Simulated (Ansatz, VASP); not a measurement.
## Two plane-wave programs on Ge

```
CELL_PARAMETERS angstrom
2.71376 0.00000 0.00000
0.00000 2.71376 0.00000
0.00000 0.00000 2.71376
ATOMIC_POSITIONS crystal
Ge 0.00000 0.00000 0.00000
```

Alike in both runs: task single point; functional PBE; k mesh 13 × 13 × 13; occupations fermi-dirac, width 0.1 eV; no spin polarisation.

```csv
,VASP,Ansatz
version,VASP 6.6.1,Ansatz 0.2.0
potentials or method,"VASP PAW PBE potentials, release 64 (Ge_d)","plane waves (420 eV) with PAW, scalar-relativistic"
plane-wave cutoff (eV),520,420
valence electrons in the cell,14,14
```

Ansatz gave:

- pressure (GPa): -0.1

Which values does VASP return?

Pressure (GPa): -0.2.
